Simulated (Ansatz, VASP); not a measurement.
# Cross-check of FeP (Murashkoite) between VASP and Ansatz, part 2 of 2

Aim: how closely do two programs agree when they are given the same cell, functional and k mesh? The structure shown comes from an earlier Ansatz run, which isn't shown and may have moved the atoms alone.

VASP 6.6.1 and Ansatz 0.2.0.

So far: The starting structure; Ansatz: elastic constants, LDA.

### 3. VASP: elastic constants, LDA

Level of this step: LDA, spin-polarised from an antiferromagnetic start; plane waves and PAW (Fe, P) (VASP).

The same cell, functional (in two slightly different forms), mesh and smearing now go to VASP, with its own data sets.

Lines of VASP's logs that name or quote its potential files are left out, and so is its time.

Input file INCAR:

```
SYSTEM = FeP
PREC = Accurate
ENCUT = 600
EDIFF = 1E-08
NELM = 200
ISMEAR = 1
SIGMA = 0.1
LREAL = .FALSE.
ALGO = Normal
GGA = CA
NBANDS = 38
ISPIN = 2
MAGMOM = 0.45 0.45 -0.45 -0.45 0 0 -0 -0
LASPH = .TRUE.
LMAXMIX = 4
LORBIT = 11
LWAVE = .FALSE.
LCHARG = .FALSE.
ISIF = 3
IBRION = 6
NFREE = 2
POTIM = 0.015
NSW = 1
GGA_COMPAT = .FALSE.
KPAR = 2
```

Input file POSCAR:

```
FeP
1.0
    5.0544824142      0.0000000000      0.0000000000
    0.0000000000      2.9822945455      0.0000000000
    0.0000000000      0.0000000000      5.6702763952
Fe P
4 4
Direct
    0.0014983875      0.2500000000      0.2019231006
    0.4985016125      0.7500000000      0.7019231006
    0.5014983842      0.2500000000      0.2980768994
    0.9985016158      0.7500000000      0.7980768994
    0.1911081339      0.2500000000      0.5669138898
    0.3088918661      0.7500000000      0.0669138898
    0.6911081306      0.2500000000      0.9330861103
    0.8088918694      0.7500000000      0.4330861103
```

Input file KPOINTS:

```
Automatic mesh
0
Gamma
6 8 6
0 0 0
```

The projector-augmented-wave data sets are Fe and P (LDA family, release 64).

On the command line:

```sh
$ mpirun -np 2 vasp_std
```

Numbers of over 12 decimals in the logs are rounded to 6 here.

The program printed:

```text
[banner, memory and clock lines left out]
running    2 mpi-ranks, on    1 nodes
 distrk:  each k-point on    1 cores,    2 groups
 distr:  one band on    1 cores,    1 groups

 POSCAR found type information on POSCAR FeP
 POSCAR found :  2 types and       8 ions
 LDA part: xc-table for (Slater(with rela. corr.)+CA(PZ))
 , standard interpolation
 POSCAR, INCAR and KPOINTS ok, starting setup
 FFT: planning ... GRIDC
 FFT: planning ... GRID_SOFT
 FFT: planning ... GRID
 WAVECAR not read
 entering main loop
       N       E                     dE             d eps       ncg     rms          rms(c)
DAV:   1     0.457583844295E+03    0.45758E+03   -0.23794E+04 12160   0.179E+03
DAV:   2    -0.239817272545E+02   -0.48157E+03   -0.45842E+03 12160   0.397E+02
DAV:   3    -0.712697006755E+02   -0.47288E+02   -0.44082E+02 14174   0.145E+02
DAV:   4    -0.741327759579E+02   -0.28631E+01   -0.28231E+01 17786   0.350E+01
DAV:   5    -0.741880749708E+02   -0.55299E-01   -0.55271E-01 17668   0.523E+00    0.358E+01
DAV:   6    -0.773805662097E+02   -0.31925E+01   -0.89592E+01 18214   0.127E+02    0.260E+01
DAV:   7    -0.681964899287E+02    0.91841E+01   -0.43878E+01 15582   0.103E+02    0.123E+01
DAV:   8    -0.680919859627E+02    0.10450E+00   -0.52853E+00 18524   0.153E+01    0.385E+00
DAV:   9    -0.679442186477E+02    0.14777E+00   -0.28900E-01 19506   0.690E+00    0.138E+00
DAV:  10    -0.679387812272E+02    0.54374E-02   -0.43040E-02 19112   0.151E+00    0.641E-01
DAV:  11    -0.679370712978E+02    0.17099E-02   -0.11965E-02 21272   0.147E+00    0.236E-01
DAV:  12    -0.679367379510E+02    0.33335E-03   -0.14984E-03 16566   0.419E-01    0.154E-01
DAV:  13    -0.679366390419E+02    0.98909E-04   -0.27458E-04 19208   0.130E-01    0.681E-02
DAV:  14    -0.679366303732E+02    0.86687E-05   -0.41048E-05 17910   0.433E-02    0.388E-02
DAV:  15    -0.679366291082E+02    0.12651E-05   -0.10367E-05 19216   0.279E-02    0.147E-02
DAV:  16    -0.679366283244E+02    0.78378E-06   -0.39288E-06 18996   0.280E-02    0.413E-03
DAV:  17    -0.679366283327E+02   -0.82950E-08   -0.34863E-07 19158   0.405E-03    0.210E-03
DAV:  18    -0.679366283212E+02    0.11452E-07   -0.16438E-08  9012   0.218E-03    0.984E-04
DAV:  19    -0.679366283207E+02    0.54024E-09   -0.21991E-08  9568   0.878E-04
   1 F= -.67936628E+02 E0= -.67936646E+02  d E =0.534189E-04  mag=     0.0000
[... from here on, the cycles between the ionic steps are left out ...]
   2 F= -.67911662E+02 E0= -.67911611E+02  d E =-.154377E-03  mag=     0.0000
  19 F= -.67934817E+02 E0= -.67934876E+02  d E =0.176837E-03  mag=     0.0018
  20 F= -.67934678E+02 E0= -.67934707E+02  d E =0.880630E-04  mag=     0.0022
  21 F= -.67934902E+02 E0= -.67934918E+02  d E =0.478231E-04  mag=    -0.0021
  22 F= -.67935269E+02 E0= -.67935286E+02  d E =0.517460E-04  mag=    -0.0001
  23 F= -.67935269E+02 E0= -.67935286E+02  d E =0.517467E-04  mag=    -0.0001
  24 F= -.67934547E+02 E0= -.67934578E+02  d E =0.917554E-04  mag=     0.0018
 Finite differences progress:
  Degree of freedom:  12/ 12
  Displacement:        1/  2
  Total:              23/ 24
 bond charge predicted
       N       E                     dE             d eps       ncg     rms          rms(c)
DAV:   1    -0.679316699142E+02    0.28773E-02   -0.41937E-01 15248   0.285E+00    0.387E-01
DAV:   2    -0.679546614081E+02   -0.22991E-01   -0.13862E-01 24224   0.543E+00    0.174E+00
DAV:   3    -0.679349014026E+02    0.19760E-01   -0.68208E-02 23938   0.414E+00    0.238E-01
DAV:   4    -0.679351184470E+02   -0.21704E-03   -0.26904E-03 23964   0.654E-01    0.240E-01
DAV:   5    -0.679349307692E+02    0.18768E-03   -0.15262E-03 23540   0.700E-01    0.156E-01
DAV:   6    -0.679349003830E+02    0.30386E-04   -0.55583E-04 24716   0.328E-01    0.102E-01
DAV:   7    -0.679348687721E+02    0.31611E-04   -0.34963E-04 23688   0.303E-01    0.691E-02
DAV:   8    -0.679348437720E+02    0.25000E-04   -0.96436E-05 24098   0.161E-01    0.174E-02
DAV:   9    -0.679348411662E+02    0.26058E-05   -0.10123E-05 23974   0.469E-02    0.880E-03
DAV:  10    -0.679348403877E+02    0.77847E-06   -0.29274E-06 21920   0.163E-02    0.378E-03
DAV:  11    -0.679348403673E+02    0.20441E-07   -0.78723E-07 22624   0.641E-03    0.135E-03
DAV:  12    -0.679348403631E+02    0.41541E-08   -0.91665E-08 18566   0.400E-03
  25 F= -.67934840E+02 E0= -.67934856E+02  d E =0.467014E-04  mag=    -0.0017
 Finite differences progress:
  Degree of freedom:  12/ 12
  Displacement:        2/  2
  Total:              24/ 24
```

From OUTCAR (step 3):

```text
ion  position               nearest neighbor table
   1  0.001  0.250  0.202-   7 2.19   8 2.21   8 2.21   5 2.28   6 2.29   6 2.29   3 2.59   3 2.59
                             4 2.73   4 2.73
   2  0.499  0.750  0.702-   8 2.19   7 2.21   7 2.21   6 2.28   5 2.29   5 2.29   4 2.59   4 2.59
                             3 2.73   3 2.73
   3  0.501  0.250  0.298-   5 2.19   6 2.21   6 2.21   7 2.28   8 2.29   8 2.29   1 2.59   1 2.59
                             2 2.73   2 2.73
   4  0.999  0.750  0.798-   6 2.19   5 2.21   5 2.21   8 2.28   7 2.29   7 2.29   2 2.59   2 2.59
                             1 2.73   1 2.73
   5  0.191  0.250  0.567-   3 2.19   4 2.21   4 2.21   1 2.28   2 2.29   2 2.29   8 2.56   8 2.56

  LATTYP: Found a simple orthorhombic cell.
 ALAT       =     2.9822945455
 B/A-ratio  =     1.6948300502
 C/A-ratio  =     1.9013133373

 Subroutine GETGRP returns: Found  8 space group operations
 (whereof  2 operations were pure point group operations)

The static configuration has the point symmetry S_2 .
 The point group associated with its full space group is D_2h.

 Found     80 irreducible k-points:

   k-points           NKPTS =     80   k-points in BZ     NKDIM =     80   number of bands    NBANDS=     38

   dimension x,y,z NGX =    40 NGY =   24 NGZ =   48
   dimension x,y,z NGXF=    80 NGYF=   48 NGZF=   96

   ENCUT  =  600.0 eV  44.10 Ry    6.64 a.u.  10.10  5.96 11.32*2*pi/ulx,y,z

   NELECT =      52.0000    total number of electrons

 k-points in reciprocal lattice and weights: Automatic mesh
   0.00000000  0.00000000  0.00000000       0.003
   0.16666667  0.00000000  0.00000000       0.007
   0.33333333  0.00000000  0.00000000       0.007
   0.50000000  0.00000000  0.00000000       0.003
   0.00000000  0.12500000  0.00000000       0.007
   0.16666667  0.12500000  0.00000000       0.014
   0.33333333  0.12500000  0.00000000       0.014
   0.50000000  0.12500000  0.00000000       0.007
   0.00000000  0.25000000  0.00000000       0.007
[...]
3.493194  0.745574  5.290856    -0.449297    0.000000   -0.176805
      4.088530  2.236721  2.455718    -0.449297   -0.000000    0.176805

   2 f  =   13.864342 THz    87.112227 2PiTHz  462.464654 cm-1    57.338284 meV
             X         Y         Z           dx          dy          dz
      0.007574  0.745574  1.144960    -0.107749   -0.000000    0.022840
      2.519668  2.236721  3.980098    -0.107749   -0.000000   -0.022840
      2.534815  0.745574  1.690178    -0.107749   -0.000000   -0.022840
      5.046909  2.236721  4.525317    -0.107749    0.000000    0.022840
      0.965953  0.745574  3.214558     0.144657   -0.000000   -0.465771
      1.561289  2.236721  0.379420     0.144657   -0.000000    0.465771
      3.493194  0.745574  5.290856     0.144657    0.000000    0.465771
      4.088530  2.236721  2.455718     0.144657    0.000000   -0.465771

   3 f  =   13.612532 THz    85.530063 2PiTHz  454.065204 cm-1    56.296885 meV
             X         Y         Z           dx          dy          dz
      0.007574  0.745574  1.144960    -0.236496    0.000000   -0.201903
      2.519668  2.236721  3.980098     0.236496    0.000000   -0.201903
      2.534815  0.745574  1.690178     0.236496    0.000000   -0.201903
      5.046909  2.236721  4.525317    -0.236496    0.000000   -0.201903
      0.965953  0.745574  3.214558    -0.282485   -0.000000    0.271122
      1.561289  2.236721  0.379420     0.282485   -0.000000    0.271122
      3.493194  0.745574  5.290856     0.282485    0.000000    0.271122
      4.088530  2.236721  2.455718    -0.282485    0.000000    0.271122

   4 f  =   12.677109 THz    79.652622 2PiTHz  422.862824 cm-1    52.428285 meV
             X         Y         Z           dx          dy          dz
      0.007574  0.745574  1.144960     0.354642   -0.000000   -0.009133
      2.519668  2.236721  3.980098     0.354642   -0.000000    0.009133
      2.534815  0.745574  1.690178    -0.354642   -0.000000   -0.009133
      5.046909  2.236721  4.525317    -0.354642   -0.000000    0.009133
      0.965953  0.745574  3.214558    -0.212883    0.000000   -0.280761
      1.561289  2.236721  0.379420    -0.212883    0.000000    0.280761
      3.493194  0.745574  5.290856     0.212883   -0.000000   -0.280761
      4.088530  2.236721  2.455718     0.212883    0.000000    0.280761

   5 f  =   12.561802 THz    78.928131 2PiTHz  419.016620 cm-1    51.951416 meV
             X         Y         Z           dx          dy          dz
      0.007574  0.745574  1.144960    -0.028410   -0.000000   -0.226183
      2.519668  2.236721  3.980098     0.028410    0.000000   -0.226183
      2.534815  0.745574  1.690178    -0.028410   -0.000000    0.226183
      5.046909  2.236721  4.525317     0.028410    0.000000    0.226183
      0.965953  0.745574  3.214558     0.313774   -0.000000   -0.315563
      1.561289  2.236721  0.379420    -0.313774    0.000000   -0.315563
      3.493194  0.745574  5.290856     0.313774   -0.000000    0.315563
      4.088530  2.236721  2.455718    -0.313774    0.000000    0.315563

   6 f  =   12.168518 THz    76.457050 2PiTHz  405.898054 cm-1    50.324922 meV
             X         Y         Z           dx          dy          dz
      0.007574  0.745574  1.144960     0.411669   -0.000000   -0.169464
      2.519668  2.236721  3.980098    -0.411669   -0.000000   -0.169464
      2.534815  0.745574  1.690178    -0.411669    0.000000   -0.169464
      5.046909  2.236721  4.525317     0.411669    0.000000   -0.169464
      0.965953  0.745574  3.214558    -0.005117   -0.000000    0.227562
      1.561289  2.236721  0.379420     0.005117   -0.000000    0.227562
      3.493194  0.745574  5.290856     0.005117    0.000000    0.227562
      4.088530  2.236721  2.455718    -0.005117    0.000000    0.227562

   7 f  =   10.921414 THz    68.621268 2PiTHz  364.299157 cm-1    45.167319 meV
             X         Y         Z           dx          dy          dz
      0.007574  0.745574  1.144960    -0.000000   -0.298698   -0.000000
      2.519668  2.236721  3.980098    -0.000000   -0.298698    0.000000
      2.534815  0.745574  1.690178     0.000000   -0.298698    0.000000
      5.046909  2.236721  4.525317     0.000000   -0.298698    0.000000
      0.965953  0.745574  3.214558    -0.000000    0.400973   -0.000000
      1.561289  2.236721  0.379420     0.000000    0.400973   -0.000000
      3.493194  0.745574  5.290856    -0.000000    0.400973    0.000000
      4.088530  2.236721  2.455718     0.000000    0.400973    0.000000

   8 f  =   10.865208 THz    68.268118 2PiTHz  362.424343 cm-1    44.934871 meV
             X         Y         Z           dx          dy          dz
      0.007574  0.745574  1.144960     0.000000    0.232657   -0.000000
      2.519668  2.236721  3.980098     0.000000   -0.232657    0.000000
      2.534815  0.745574  1.690178    -0.000000    0.232657   -0.000000
      5.046909  2.236721  4.525317     0.000000   -0.232657    0.000000
      0.965953  0.745574  3.214558    -0.000000    0.442573   -0.000000
      1.561289  2.236721  0.379420     0.000000   -0.442573   -0.000000
      3.493194  0.745574  5.290856    -0.000000    0.442573    0.000000
      4.088530  2.236721  2.455718     0.000000   -0.442573    0.000000

   9 f  =   10.812245 THz    67.935338 2PiTHz  360.657668 cm-1    44.715832 meV
             X         Y         Z           dx          dy          dz
      0.007574  0.745574  1.144960    -0.059629    0.000000    0.010108
      2.519668  2.236721  3.980098     0.059629    0.000000    0.010108
      2.534815  0.745574  1.690178    -0.059629   -0.000000   -0.010108
      5.046909  2.236721  4.525317     0.059629    0.000000   -0.010108
      0.965953  0.745574  3.214558    -0.351014    0.000000   -0.350901
      1.561289  2.236721  0.379420     0.351014    0.000000   -0.350901
      3.493194  0.745574  5.290856    -0.351014   -0.000000    0.350901
      4.088530  2.236721  2.455718     0.351014   -0.000000    0.350901

  10 f  =   10.728558 THz    67.409521 2PiTHz  357.866188 cm-1    44.369732 meV
             X         Y         Z           dx          dy          dz
      0.007574  0.745574  1.144960     0.000000    0.194728   -0.000000
      2.519668  2.236721  3.980098    -0.000000    0.194728   -0.000000
      2.534815  0.745574  1.690178    -0.000000   -0.194728   -0.000000
      5.046909  2.236721  4.525317    -0.000000   -0.194728   -0.000000
      0.965953  0.745574  3.214558     0.000000    0.460523    0.000000
      1.561289  2.236721  0.379420    -0.000000    0.460523    0.000000
      3.493194  0.745574  5.290856     0.000000   -0.460523   -0.000000
      4.088530  2.236721  2.455718    -0.000000   -0.460523   -0.000000

  11 f  =   10.559253 THz    66.345744 2PiTHz  352.218772 cm-1    43.669542 meV
             X         Y         Z           dx          dy          dz
      0.007574  0.745574  1.144960    -0.277214    0.000000   -0.056537
      2.519668  2.236721  3.980098    -0.277214   -0.000000    0.056537
      2.534815  0.745574  1.690178    -0.277214    0.000000    0.056537
      5.046909  2.236721  4.525317    -0.277214   -0.000000   -0.056537
    [... 145 further lines ...]
      3.493194  0.745574  5.290856     0.298603   -0.000000    0.000040
      4.088530  2.236721  2.455718     0.298603   -0.000000   -0.000040

 ELASTIC MODULI CONTR FROM IONIC RELAXATION (kBar)
 Direction    XX          YY          ZZ          XY          YZ          ZX
 --------------------------------------------------------------------------------
 XX        -110.3283     -0.0056   -180.4743     -0.0000     -0.0000     -0.0000
 YY          -0.0056   -251.4924     52.2386      0.0000     -0.0000     -0.0000
 ZZ        -180.4743     52.2386   -444.8653     -0.0000     -0.0000     -0.0000
 XY          -0.0000      0.0000     -0.0000    -36.8915      0.0000      0.0000
 YZ          -0.0000     -0.0000     -0.0000      0.0000   -307.7654      0.0000
 ZX          -0.0000     -0.0000     -0.0000      0.0000      0.0000    -72.7243
 --------------------------------------------------------------------------------

 TOTAL ELASTIC MODULI (kBar)
 Direction    XX          YY          ZZ          XY          YZ          ZX
 --------------------------------------------------------------------------------
 XX        5028.4526   1580.5258   1518.5709     -0.0000     -0.0000     -0.0000
 YY        1580.5258   3210.1892   1836.6308      0.0000     -0.0000     -0.0000
 ZZ        1518.5709   1836.6308   4663.5886     -0.0000     -0.0000     -0.0000
 XY          -0.0000      0.0000     -0.0000   1772.5124      0.0000      0.0000
 YZ          -0.0000     -0.0000     -0.0000      0.0000   1736.4770      0.0000
 ZX          -0.0000     -0.0000     -0.0000      0.0000      0.0000   1692.9939
 --------------------------------------------------------------------------------

 total charge
# of ion       s       p       d       tot
------------------------------------------
    1        0.467   0.723   6.703   7.893
    2        0.467   0.723   6.703   7.893
    3        0.467   0.723   6.703   7.893
    4        0.467   0.723   6.703   7.893
    5        1.019   1.471   0.000   2.490
    6        1.019   1.471   0.000   2.490
    7        1.019   1.471   0.000   2.490
    8        1.019   1.471   0.000   2.490
--------------------------------------------------
tot          5.946   8.774  26.811  41.531

 magnetization (x)
# of ion       s       p       d       tot
------------------------------------------
    1        0.005   0.004   0.423   0.432
    2        0.005   0.004   0.423   0.432
    3       -0.005  -0.004  -0.423  -0.432
    4       -0.005  -0.004  -0.423  -0.432
    5        0.001  -0.001   0.000   0.001
    6        0.001  -0.001   0.000   0.001
    7       -0.001   0.001   0.000  -0.001
    8       -0.001   0.001   0.000  -0.001
--------------------------------------------------
tot          0.000   0.000   0.000   0.000
```

CONTCAR:

```
FeP
   1.00000000000000
     5.0544824141999998    0.0000000000000000    0.0000000000000000
     0.0000000000000000    2.9822945454999998    0.0000000000000000
     0.0000000000000000    0.0000000000000000    5.6702763952000002
  Fe              P
     4     4
Direct
     0.0014983874999999    0.2500000000000000    0.2019231005999984
     0.4985016125000001    0.7500000000000000    0.7019231005999984
     0.5014983841999978    0.2500000000000000    0.2980768994000016
     0.9985016158000022    0.7500000000000000    0.7980768994000016
     0.1911081339000021    0.2500000000000000    0.5642685161083919
     0.3088918660999980    0.7500000000000000    0.0669138897999986
     0.6911081306000000    0.2500000000000000    0.9330861103000032
     0.8088918694000000    0.7500000000000000    0.4330861103000032
```

Levels, forces or a CONTCAR printed for this step are those of its last displaced cell, not of the structure at rest.

### 4. Side by side

Known differences besides the potentials themselves: VASP starts from the moments at which Ansatz ended; the two LDA forms differ slightly; the data sets hold 84 valence electrons in Ansatz (on its default PAW (the set named soft_2) files) and 52 in VASP; the cutoff is 420 eV in Ansatz and 600 eV in VASP; VASP's log shows a relativistic correction to its local exchange, Ansatz's none; VASP takes each elastic constant from one size of strain, Ansatz from those that its log lists. Total energies have different zeros and are not compared.

The two programs side by side:

```csv
quantity,Ansatz,VASP,difference
C11 (GPa),498.6,502.9,-0.84 %
C22 (GPa),318.2,321.0,-0.88 %
C33 (GPa),463.0,466.4,-0.72 %
C12 (GPa),154.1,158.1,-2.48 %
C13 (GPa),148.4,151.9,-2.30 %
C23 (GPa),179.8,183.7,-2.11 %
C44 (GPa),173.7,173.7,+0.04 %
C55 (GPa),166.4,169.3,-1.70 %
C66 (GPa),175.5,177.2,-0.96 %
```

### 5. Outcome

```yaml
difference_in_c12_elastic_constants_lda: -2.5 %
```

The difference in C12 is -2.5 % (elastic constants, LDA), within the 5 % picked in this series as the mark of a large difference. The data sets hold unlike numbers of valence electrons (84 in Ansatz and 52 in VASP), so part of the differences comes from the potentials. How closely two codes agree says nothing of how well the functional describes the real material.

[Lines on the potential files, build, host, timing and source positions are cut from VASP's logs without a mark.]

[Logs are printed without paths, hosts, clocks, repeated set-up lines and the standing remarks that a program may print on its own settings, such as how far it seeks lower states.]

[Hosts, paths, dates, database ids (printed as entryN), source tags and the programs' standing remarks are cut or masked in the printed files.]
